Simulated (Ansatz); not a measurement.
# MoS2 (R3m): how far a G0W0 gap depends on its settings

Aim: test how the G0W0 gap of the known phase of MoS2 (R3m) with 3 atoms a cell moves with the number of bands, the screening cutoff and the other choices.

The runs shown are made with Ansatz 0.2.0. G0W0, plane waves. No spin polarisation and no zero-point or thermal motion.

### Step 1. The system as given

The cell was relaxed beforehand with r2SCAN+rVV10.

The symmetry is R3m (No. 160, trigonal); a = 3.175 Å, c = 18.582 Å in the conventional setting, 18.03 Å³ an atom. Mo has 6 S at 2.40 Å; S has 3 Mo at 2.40 Å.

The structure in full:

```xyz
3
Lattice="1.5876 0.9166 6.1939 -1.5876 0.9166 6.1939 0.0000 -1.8332 6.1939" Properties=species:S:1:pos:R:3 pbc="T T T"
Mo    0.0000    0.0000    0.0018
S     0.0000    0.0000    4.6416
S     0.0000    0.0000    7.7507
```

### Step 2. 122 empty bands, 100 eV

Contents of input.yaml:

```yaml
crystal:
  lattice:
    - [1.5875903433, 0.9165957121, 6.1939280585]
    - [-1.5875903433, 0.9165957121, 6.1939280585]
    - [0.0, -1.8331914241, 6.1939280585]
  atoms:
    - { symbol: Mo, position: [9.65174e-05, 9.65174e-05, 9.65174e-05] }
    - { symbol: S, position: [0.2497906776, 0.2497906776, 0.2497906776] }
    - { symbol: S, position: [0.417112805, 0.417112805, 0.417112805] }
kpoints:
  mp_grid: { grid: [6, 6, 6] }
hamiltonian:
  xc: pbe
scf:
  occupations: { method: fixed }
gw:
  n_empty_bands: 122
  ecut_chi: 100
  qp_bands: [v2, c2]
  qp_kpoints: band_edges
  screening: { model: contour_deformation }
```

### Step 3. 296 empty bands, 180 eV

input.yaml: that of step 2 with these lines changed.

```diff
@@ -16,4 +16,4 @@
 gw:
-  n_empty_bands: 122
-  ecut_chi: 100
+  n_empty_bands: 296
+  ecut_chi: 180
   qp_bands: [v2, c2]
```

### Step 4. 575 empty bands, 260 eV

input.yaml: that of step 3 with these lines changed.

```diff
@@ -16,4 +16,4 @@
 gw:
-  n_empty_bands: 296
-  ecut_chi: 180
+  n_empty_bands: 575
+  ecut_chi: 260
   qp_bands: [v2, c2]
```

### Step 5. Starting from HSE06

input.yaml: that of step 4 with these lines changed.

```diff
@@ -12,3 +12,3 @@
 hamiltonian:
-  xc: pbe
+  xc: hse06
 scf:
@@ -16,4 +16,4 @@
 gw:
-  n_empty_bands: 575
-  ecut_chi: 260
+  n_empty_bands: 296
+  ecut_chi: 180
   qp_bands: [v2, c2]
```

### Step 6. Starting from r2SCAN

input.yaml: that of step 5 with these lines changed.

```diff
@@ -12,3 +12,3 @@
 hamiltonian:
-  xc: hse06
+  xc: r2scan
 scf:
```

### Step 7. Starting from PBE0

input.yaml: that of step 6 with these lines changed.

```diff
@@ -12,3 +12,3 @@
 hamiltonian:
-  xc: r2scan
+  xc: pbe0
 scf:
```

### Step 8. A plasmon pole in place of the full frequency dependence

input.yaml: that of step 7 with these lines changed.

```diff
@@ -12,3 +12,3 @@
 hamiltonian:
-  xc: pbe0
+  xc: pbe
 scf:
@@ -20,2 +20,2 @@
   qp_kpoints: band_edges
-  screening: { model: contour_deformation }
+  screening: { model: godby_needs }
```

### Step 9. A finer mesh, 10×10×10

input.yaml: that of step 8 with these lines changed.

```diff
@@ -10,3 +10,3 @@
 kpoints:
-  mp_grid: { grid: [6, 6, 6] }
+  mp_grid: { grid: [10, 10, 10] }
 hamiltonian:
@@ -16,6 +16,6 @@
 gw:
-  n_empty_bands: 296
-  ecut_chi: 180
+  n_empty_bands: 87
+  ecut_chi: 80
   qp_bands: [v2, c2]
   qp_kpoints: band_edges
-  screening: { model: godby_needs }
+  screening: { model: contour_deformation }
```

**Question.** What will these runs give? Wanted: for each run, start; potentials; frequencies; empty bands; cutoff; Kohn-Sham gap; G0W0 gap.

The runs gave:

| start | potentials | frequencies | empty bands | cutoff (eV) | mesh | Kohn-Sham gap (eV) | G0W0 gap (eV) |
| --- | --- | --- | --- | --- | --- | --- | --- |
| PBE | PAW | full | 122 | 100 | 6×6×6 | 0.95 | 1.28 |
| PBE | PAW | full | 296 | 180 | 6×6×6 | 0.95 | 1.32 |
| PBE | PAW | full | 575 | 260 | 6×6×6 | 0.95 | 1.34 |
| HSE06 | PAW | full | 296 | 180 | 6×6×6 | 1.43 | 1.54 |
| r2SCAN | PAW | full | 296 | 180 | 6×6×6 | 1.03 | 1.39 |
| PBE0 | PAW | full | 296 | 180 | 6×6×6 | 2.08 | 1.67 |
| PBE | PAW | pole | 296 | 180 | 6×6×6 | 0.95 | 1.33 |

Gaps are those on each run's own mesh. Runs that failed or were set aside have no row.

What this shows: With bands and cutoff raised together, from 122 bands at 100 eV to 575 at 260 eV, the gap moves by +0.06 eV, and on the last rung by +0.02 eV; extrapolated in 1/N from the last two rungs, the limit on this k mesh would lie near 1.4 eV. The starting point matters: against PBE, HSE06 gives +0.22 eV, r2SCAN gives +0.07 eV, PBE0 gives +0.35 eV. The plasmon pole changes the gap by +0.012 eV.
